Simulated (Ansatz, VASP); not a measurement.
# Two plane-wave programs on ZnO (zincite)

```
Zn O
1.0
     3.25484    0.00000    0.00000
    -1.62742    2.81878    0.00000
     0.00000    0.00000    5.25651
Zn O
2 2
Direct
  0.33333 0.66667 0.50007
  0.66667 0.33333 0.00007
  0.66667 0.33333 0.37894
  0.33333 0.66667 0.87894
```

Alike in both runs: functional PBE; dispersion D3(BJ); k mesh 9 × 9 × 6; occupations gaussian, width 0.02 eV; no spin polarisation.

Ansatz relaxed the structure, and its values are those at the end. VASP's run is a single point on that final structure, the one shown.

|  | VASP | Ansatz |
| --- | --- | --- |
| version | VASP 6.6.1 | Ansatz 0.2.0 |
| potentials or method | VASP PAW PBE potentials, release 64 (Zn, O) | scalar-relativistic, plane waves, PAW |
| plane-wave cutoff (eV) | 520 | 420 |
| valence electrons in the cell | 36 | 36 |

|  | VASP | Ansatz | Ansatz less VASP |
| --- | --- | --- | --- |
| gap on the k mesh at the Fermi level (eV) | 0.76 | 0.78 | +0.016 |
| least direct gap on the mesh (eV) | 0.76 | 0.78 | +0.016 |
| pressure (GPa) | 1.0 | 0.0 | -1.02 |
